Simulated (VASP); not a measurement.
Runs of VASP 6.6.1 on CdS (Hawleyite). Symmetry: F-43m, No. 216, cubic system. The conventional cell has a = 5.833 Å, b = 5.833 Å, c = 5.833 Å, α = 90.00°, β = 90.00°, γ = 90.00°. Cd (site symmetry -43m) is surrounded by 4 S at 2.53 Å. Around S (site symmetry -43m) lie 4 Cd at 2.53 Å. 

| level | potentials or basis | gap on the mesh (eV) | pressure (GPa) | relaxed volume (Å³/atom) |
| --- | --- | --- | --- | --- |
| PBEsol | VASP PAW PBE potentials, release 64 (Cd, S) | 1.00 | 0.0 | 24.86 |
| RPBE | VASP PAW PBE potentials, release 64 (Cd, S) | 1.13 | 0.0 | (c) |
| LDA | VASP PAW LDA potentials, release 64 (Cd, S) | 0.96 | 0.0 | 24.02 |
| r2SCAN | VASP PAW PBE potentials, release 64 (Cd, S) | (b) | 0.0 | 25.49 |
| PBE | VASP PAW PBE potentials, release 64 (Cd, S) | 1.03 | 0.0 | (a) |

Alike in all rows: task relaxation of cell and atoms; no spin polarisation; cell relaxed; k mesh 8 × 8 × 8; cutoff (eV) 600; smearing gaussian 0.03 eV.

**Question.** Fill in the values left out.

**Answer.** (a) 26.15; (b) 1.53; (c) 27.21.

Caveats: the PAW data sets were made with another functional, which shifts forces and pressure a little (some runs).

A k mesh can miss the band edges, and the runs leave out spin-orbit coupling on Cd.

Not every run made on this cell is shown here.
